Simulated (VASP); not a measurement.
# ZrB2 (P6/mmm) in VASP: further runs

The runs below take ZrB2 through relaxation of cell and atoms, with LDA.

Everything below comes from runs of VASP 6.6.1. Logs are shortened: lines on timing, memory, paths and dates and some standing lists are left out, and cuts for length are marked.

### Step 1. The structure

Symmetry: P6/mmm, No. 191, hexagonal system. Conventional cell: a = 3.170 Å, b = 3.170 Å, c = 3.533 Å, α = 90.00°, β = 90.00°, γ = 120.00°. Zr (site symmetry 6/mmm) is surrounded by 12 B at 2.54 Å. B (site symmetry -6m2) is surrounded by 3 B at 1.83 Å.

### Step 2. Relaxation of cell and atoms, LDA

Input file INCAR:

```
ALGO = Normal ; EDIFF = 1E-6
EDIFFG = -0.01 ; ENCUT = 600
GGA = CA ; IBRION = 2
ISIF = 3 ; ISMEAR = 1
LASPH = True ; LCHARG = False
LREAL = False ; LWAVE = False
NELM = 80 ; NSW = 90
PREC = Accurate ; SIGMA = 0.1
```

Input file KPOINTS:

```
k-points
0
Gamma
  15 15 10
```

Input file POSCAR:

```
ZrB2
1.0
    3.1700000000      0.0000000000      0.0000000000
   -1.5850000000      2.7453005300      0.0000000000
    0.0000000000      0.0000000000      3.5330000000
Zr B
1 2
Direct
    0.0000000000      0.0000000000      0.0000000000
    0.3333333333      0.6666666667      0.5000000000
    0.6666666667      0.3333333333      0.5000000000
```

Potentials or basis: VASP PAW LDA potentials, release 64 (Zr_sv, B).

The run is started by

```console
$ cat potpaw_LDA.64/Zr_sv/POTCAR potpaw_LDA.64/B/POTCAR > POTCAR
$ mpirun -np 1 vasp_std > vasp.out
```

OUTCAR:

```text
EDIFF = 1E-6
   EDIFFG = -0.01
   ENCUT = 600
   GGA = CA
   IBRION = 2
   ISIF = 3
   ISMEAR = 1
   LASPH = True
   LREAL = False
   NELM = 80
   NSW = 90
   PREC = Accurate

 ion  position               nearest neighbor table
   1  0.000  0.000  0.000-   2 2.54   3 2.54   2 2.54   3 2.54   3 2.54   3 2.54   2 2.54   2 2.54
                             3 2.54   3 2.54   2 2.54   2 2.54
   2  0.333  0.667  0.500-   3 1.83   3 1.83   3 1.83   1 2.54   1 2.54   1 2.54   1 2.54   1 2.54
                             1 2.54
   3  0.667  0.333  0.500-   2 1.83   2 1.83   2 1.83   1 2.54   1 2.54   1 2.54   1 2.54   1 2.54
                             1 2.54

  LATTYP: Found a hexagonal cell.
 ALAT       =     3.1700000000
 C/A-ratio  =     1.1145110410

  Lattice vectors:

 A1 = (   3.1700000000,   0.0000000000,   0.0000000000)
 A2 = (  -1.5850000000,   2.7453005300,   0.0000000000)
 A3 = (   0.0000000000,   0.0000000000,   3.5330000000)

Analysis of symmetry for initial positions (statically):
=====================================================================
 Subroutine PRICEL returns:
 Original cell was already a primitive cell.

 Routine SETGRP: Setting up the symmetry group for a
 hexagonal supercell.

 Subroutine GETGRP returns: Found 24 space group operations
 (whereof 24 operations were pure point group operations)
 out of a pool of 24 trial point group operations.

The static configuration has the point symmetry D_6h.

Analysis of symmetry for dynamics (positions and initial velocities):
=====================================================================
 Subroutine PRICEL returns:
 Original cell was already a primitive cell.

 Routine SETGRP: Setting up the symmetry group for a
 hexagonal supercell.

 Subroutine GETGRP returns: Found 24 space group operations
 (whereof 24 operations were pure point group operations)
 out of a pool of 24 trial point group operations.

The dynamic configuration has the point symmetry D_6h.

 Subroutine INISYM returns: Found 24 space group operations
 (whereof 24 operations are pure point group operations),
 and found     1 'primitive' translations

----------------------------------------------------------------------------------------

                                     Primitive cell

  volume of cell :      30.7463

  direct lattice vectors                    reciprocal lattice vectors
     3.170000000  0.000000000  0.000000000     0.315457413  0.182129422  0.000000000
    -1.585000000  2.745300530  0.000000000     0.000000000  0.364258845  0.000000000
     0.000000000  0.000000000  3.533000000     0.000000000  0.000000000  0.283045570

  length of vectors
     3.170000000  3.170000000  3.533000000     0.364258845  0.364258845  0.283045570

  position of ions in fractional coordinates (direct lattice)
     0.000000000  0.000000000  0.000000000
     0.333333333  0.666666667  0.500000000
     0.666666667  0.333333333  0.500000000

  ion indices of the primitive-cell ions
   primitive index   ion index
                 1           1
                 2           2
                 3           3

----------------------------------------------------------------------------------------

 KPOINTS: k-points

Automatic generation of k-mesh.
 Grid dimensions read from file:
 generate k-points for:   15   15   10

 Generating k-lattice:

  Cartesian coordinates                     Fractional coordinates (reciprocal lattice)
     0.021030494  0.012141961  0.000000000     0.066666667  0.000000000  0.000000000
     0.000000000  0.024283923  0.000000000     0.000000000  0.066666667  0.000000000
     0.000000000  0.000000000  0.028304557     0.000000000  0.000000000  0.100000000

  Length of vectors
     0.024283923  0.024283923  0.028304557

  Shift w.r.t. Gamma in fractional coordinates (k-lattice)
     0.000000000  0.000000000  0.000000000

 Subroutine IBZKPT returns following result:
 ===========================================

 Found    162 irreducible k-points:

 Following reciprocal coordinates:
            Coordinates               Weight
  0.000000  0.000000  0.000000      1.000000
  0.066667  0.000000  0.000000      6.000000
  0.133333  0.000000  0.000000      6.000000
  0.200000 -0.000000  0.000000      6.000000
  0.266667  0.000000  0.000000      6.000000
  0.333333 -0.000000  0.000000      6.000000
[... 16 lines left out ...]
  0.333333  0.200000  0.000000     12.000000
  0.400000  0.200000  0.000000      6.000000
 [... further k-points ...]
   k-points           NKPTS =    162   k-points in BZ     NKDIM =    162   number of bands    NBANDS=     13
   number of dos      NEDOS =    301   number of ions     NIONS =      3
   total plane-waves  NPLWV =  21952
   dimension x,y,z NGX =    28 NGY =   28 NGZ =   28
   dimension x,y,z NGXF=    56 NGYF=   56 NGZF=   56
   ions per type =               1   2
   NGX,Y,Z   is equivalent  to a cutoff of  14.68, 14.68, 13.18 a.u.
   NGXF,Y,Z  is equivalent  to a cutoff of  29.37, 29.37, 26.35 a.u.
 SYSTEM =  unknown system
   PREC   = accura    normal or accurate (medium, high low for compatibility)
   ISTART =      0    job   : 0-new  1-cont  2-samecut
   ICHARG =      2    charge: 1-file 2-atom 10-const
   ISPIN  =      1    spin polarized calculation?
   LNONCOLLINEAR =      F non collinear calculations
   LSORBIT =      F    spin-orbit coupling
   LASPH  =      T    aspherical Exc in radial PAW
   ENCUT  =  600.0 eV  44.10 Ry    6.64 a.u.   6.33  6.33  7.06*2*pi/ulx,y,z
   NELM   =     80;   NELMIN=  2; NELMDL= -5     # of ELM steps
   EDIFF  = 0.1E-05   stopping-criterion for ELM
   LREAL  =      F    real-space projection
   EDIFFG = -.1E-01   stopping-criterion for IOM
   NSW    =     90    number of steps for IOM
   IBRION =      2    ionic relax: 0-MD 1-quasi-New 2-CG
   NFREE  =      1    steps in history (QN), initial steepest desc. (CG)
   ISIF   =      3    stress and relaxation
   ISYM   =      2    0-nonsym 1-usesym 2-fastsym
   POTIM  = 0.5000    time-step for ionic-motion
   TEBEG  =    0.0;   TEEND  =   0.0 temperature during run
   PSTRESS=    0.0 pullay stress
   NELECT =      18.0000    total number of electrons
   NUPDOWN=      -1.0000    fix difference up-down
   EMIN   =  10.00;   EMAX   =-10.00  energy-range for DOS
   EFERMI =   0.00;   METHOD = LEGACY
   ISMEAR =     1;   SIGMA  =   0.10  broadening in eV -4-tet -1-fermi 0-gaus
   EFERMI_NEDOS =   21; number of points for ismear=-14 and -15
   IALGO  =     38    algorithm
   IMIX   =      4    mixing-type and parameters
     AMIX     =   0.40;   BMIX     =  1.00
     AMIX_MAG =   1.60;   BMIX_MAG =  1.00
  volume/ion in A,a.u.               =      10.25        69.16
  Fermi-wavevector in a.u.,A,eV,Ry     =   1.369519  2.588016 25.518847  1.875582
  Thomas-Fermi vector in A             =   2.495387
   LORBIT       =      0    0 simple, 1 ext, 2 COOP (PROOUT), +10 PAW based schemes
   GGA     = CA    functional components
   LHFCALC =     F    Hartree Fock is set to
   AEXX    =    0.0000 exact exchange contribution
   IVDW    =     0    specifies the selected vdW correction
   LEPSILON=     F    determine dielectric tensor
   LRPA    =     F    only Hartree local field effects (RPA)
 conjugate gradient relaxation of ions
 non-spin polarized calculation
 Methfessel and Paxton  Order N= 1 SIGMA  =   0.10
  energy-cutoff  :      600.00
  volume of cell :       30.75
 maximum number of plane-waves:      1046
 NGX is ok and might be reduce to    28
   NGX = 13   NGY = 13   NGZ = 15

--------------------------------------- Ionic step        1  -------------------------------------------

 number of electron      18.0000000 magnetization

 Free energy of the ion-electron system (eV)
  ---------------------------------------------------
  ext. energy  EPLUGINS =         0.00000000
  ---------------------------------------------------
  free energy    TOTEN  =       -27.45811234 eV

  energy without entropy =      -27.45824988  energy(sigma->0) =      -27.45815819

------------------------ aborting loop because EDIFF is reached ----------------------------------------

  FORCE on cell =-STRESS in cart. coord.  units (eV):
  Direction    XX          YY          ZZ          XY          YZ          ZX
  --------------------------------------------------------------------------------------
  -------------------------------------------------------------------------------------
  Total       -1.6180328     -1.6180328     -1.5870896      0.0000000      0.0000000      0.0000000
  in kB      -84.3150537    -84.3150537    -82.7026126      0.0000000      0.0000000      0.0000000
  external PRESSURE =     -83.7775733 kB  Pullay stress =       0.0000000 kB

 VOLUME and BASIS-vectors are now :
 -----------------------------------------------------------------------------
  energy-cutoff  :      600.00
  volume of cell :       30.75
      direct lattice vectors                 reciprocal lattice vectors
     3.170000000  0.000000000  0.000000000     0.315457413  0.182129422  0.000000000
    -1.585000000  2.745300530  0.000000000     0.000000000  0.364258845  0.000000000
     0.000000000  0.000000000  3.533000000     0.000000000  0.000000000  0.283045570
[... 112 lines left out ...]
 POSITION                                       TOTAL-FORCE (eV/Angst)
 -----------------------------------------------------------------------------------
      0.00000      0.00000      0.00000        -0.000000     -0.000000     -0.000000
     -0.00000      1.80908      1.74650         0.000000      0.000000     -0.000000
      1.56671      0.90454      1.74650        -0.000000     -0.000000      0.000000
 -----------------------------------------------------------------------------------
    total drift:                               -0.000000      0.000000      0.000000

  FREE ENERGIE OF THE ION-ELECTRON SYSTEM (eV)
  ---------------------------------------------------
  free  energy   TOTEN  =       -27.4859899946 eV

  energy  without entropy=      -27.4861054112  energy(sigma->0) =      -27.48602847

--------------------------------------- Ionic step        5  -------------------------------------------

 number of electron      18.0000000 magnetization

 Free energy of the ion-electron system (eV)
  ---------------------------------------------------
  ext. energy  EPLUGINS =         0.00000000
  ---------------------------------------------------
  free energy    TOTEN  =       -27.48605510 eV

  energy without entropy =      -27.48616909  energy(sigma->0) =      -27.48609310

 E-fermi :  10.8113     XC(G=0): -12.7486

 val. band max:       10.7321840009   @ k =   0.0667   0.0667   0.5000
 cond. band min:      10.8523302131   @ k =   0.0667   0.0667   0.4000
 fundamental gap:      0.1201462122
 Fermi energy:        10.8112525842

 k-point     1 :       0.0000    0.0000    0.0000
  band No.  band energies     occupation
      1     -37.3806      2.00000
      2     -15.7481      2.00000
      3     -15.1253      2.00000
      4     -15.1253      2.00000
      5      -1.8630      2.00000
      6       8.1505      2.00000
      7       8.1505      2.00000
      8       8.1871      2.00000
      9       8.5900      2.00000
     10      14.3837      0.00000
     11      14.3837      0.00000
     12      15.1870      0.00000
     13      15.1870      0.00000

 k-point     2 :       0.0667    0.0000    0.0000
  band No.  band energies     occupation
      1     -37.3748      2.00000
      2     -15.7396      2.00000
      3     -15.1754      2.00000
      4     -15.1361      2.00000
      5      -1.7707      2.00000
      6       7.8926      2.00000
      7       8.1578      2.00000
      8       8.2777      2.00000
      9       8.4772      2.00000
     10      14.3244      0.00000
     11      14.5425      0.00000
[... 339 lines left out ...]
 k-point    24 :       0.4000    0.2000    0.0000
  band No.  band energies     occupation
      1     -37.2322      2.00000
      2     -16.0653      2.00000
      3     -15.6110      2.00000
      4     -15.5313      2.00000
      5       2.4897      2.00000
      6       2.7552      2.00000
      7       5.2991      2.00000
      8       7.3941      2.00000
      9       9.8312      2.00000
     10      10.6013      2.01142
     11      13.7006      0.00000
     12      15.1470      0.00000
     13      17.4472      0.00000

 [... further k-points ...]
[... 5 lines left out ...]
  --------------------------------------------------------------------------------------
  -------------------------------------------------------------------------------------
  Total        0.0181002      0.0181002      0.0104055      0.0000000      0.0000000     -0.0000000
  in kB        0.9765037      0.9765037      0.5613722      0.0000000      0.0000000     -0.0000000
  external PRESSURE =       0.8381265 kB  Pullay stress =       0.0000000 kB

 VOLUME and BASIS-vectors are now :
 -----------------------------------------------------------------------------
  energy-cutoff  :      600.00
  volume of cell :       29.70
      direct lattice vectors                 reciprocal lattice vectors
     3.135028402  0.000000000 -0.000000000     0.318976377  0.184161097 -0.000000000
    -1.567514201  2.715014238 -0.000000000    -0.000000000  0.368322194 -0.000000000
     0.000000000  0.000000000  3.489049283     0.000000000  0.000000000  0.286611028

 POSITION                                       TOTAL-FORCE (eV/Angst)
 -----------------------------------------------------------------------------------
      1.56751      2.71501      3.48905         0.000000      0.000000      0.000000
     -0.00000      1.81001      1.74452        -0.000000     -0.000000      0.000000
      1.56751      0.90500      1.74452         0.000000     -0.000000     -0.000000
 -----------------------------------------------------------------------------------
    total drift:                               -0.000000      0.000000      0.000000

  FREE ENERGIE OF THE ION-ELECTRON SYSTEM (eV)
  ---------------------------------------------------
  free  energy   TOTEN  =       -27.4860551043 eV

  energy  without entropy=      -27.4861690885  energy(sigma->0) =      -27.48609310

 reached required accuracy - stopping structural energy minimisation
```

Wall time 8.1 min (1 thread of AMD EPYC 7R43 (Zen 3), shared host); peak memory 0.17 GiB.

What came out:

* Free energy: -27.4861 eV
* Relaxed volume: 9.90 Å³/atom
* Relaxed cell: a = 3.135 Å, b = 3.135 Å, c = 3.489 Å, α = 90.00°, β = 90.00°, γ = 120.00°
* Space group after relaxing (to 0.05 Å): P6/mmm (No. 191)
* Energy gained by relaxing: 9.3 meV/atom
* Ionic steps: 5
* Pressure after relaxing: 0.1 GPa
* Band gap on the k mesh: none (metal or under the smearing width)

The path:
```tsv
step	energy change (eV)	largest force (eV/Å)	pressure (GPa)	volume (Å³)
1	0.0000	0.0000	-8.38	30.75
2	0.0211	0.0000	12.61	28.42
3	-0.0279	0.0000	-0.10	29.72
4	-0.0279	0.0000	0.03	29.70
5	-0.0279	0.0000	0.08	29.70
```

Final structure:
```
Zr B
1.0
     3.13503    0.00000    0.00000
    -1.56751    2.71501    0.00000
     0.00000    0.00000    3.48905
Zr B
1 2
Direct
  0.00000 0.00000 0.00000
  0.33333 0.66667 0.50000
  0.66667 0.33333 0.50000
```

LDA usually gives volumes a few per cent too small. Zero-point motion and thermal expansion aren't in these numbers.

### Step 3. Relaxation of cell and atoms, LDA

This run uses another cell than the first one, of 9.90 Å³/atom, 0.966 times its volume.

INCAR: that of step 2 with these lines changed.

```diff
@@ -1,3 +1,3 @@
-ALGO = Normal ; EDIFF = 1E-6
-EDIFFG = -0.01 ; ENCUT = 600
+ALGO = Normal ; EDIFF = 1E-7
+EDIFFG = -0.005 ; ENCUT = 600
 GGA = CA ; IBRION = 2
```

KPOINTS is that of step 2.

Input file POSCAR:

```
ZrB2                                    
1.0
    3.1350284018      0.0000000000     -0.0000000000
   -1.5675142009      2.7150142376     -0.0000000000
    0.0000000000      0.0000000000      3.4890492829
  Zr              B             
     1     2
Direct
     1.0000000000000000    1.0000000000000000    1.0000000000000000
     0.3333333332999970    0.6666666667000030    0.5000000000000000
     0.6666666667000030    0.3333333332999970    0.5000000000000000
```

Potentials or basis: VASP PAW LDA potentials, release 64 (Zr_sv, B).

The run is started by

```console
$ cat potpaw_LDA.64/Zr_sv/POTCAR potpaw_LDA.64/B/POTCAR > POTCAR
$ mpirun -np 1 vasp_std > vasp.out
```

Run time: 5.4 min. Hardware: 1 thread of AMD EPYC 7R43 (Zen 3), shared host; peak memory 0.17 GiB.

It converged, with:

```yaml
Free_energy: -27.4854 eV
Relaxed_volume: 9.90 Å³/atom
Relaxed_cell: a = 3.135 Å, b = 3.135 Å, c = 3.489 Å, α = 90.00°, β = 90.00°, γ = 120.00°
Space_group_after_relaxing_to_0.05_Å: P6/mmm (No. 191)
Energy_gained_by_relaxing: 0.0 meV/atom
Ionic_steps: 3
Pressure_after_relaxing: 0.0 GPa
Band_gap_on_the_k_mesh: none (metal or under the smearing width)
```

Final structure:
```
Zr B
1.0
     3.13538    0.00000    0.00000
    -1.56769    2.71532    0.00000
     0.00000    0.00000    3.48932
Zr B
1 2
Cartesian
  -1.5677 2.7153 0.0000
  0.0000 1.8102 1.7447
  1.5677 0.9051 1.7447
```

Levels at points of the mesh, in eV from the Fermi level:
```
           k point  band 7  band 8  band 9  band 10  band 11  band 12
(0.00, 0.00, 0.00)   -2.66   -2.62   -2.22     3.57     3.57     4.37
(0.00, 0.00, 0.50)   -0.93   -0.93    0.36     0.36     0.83     0.83
```
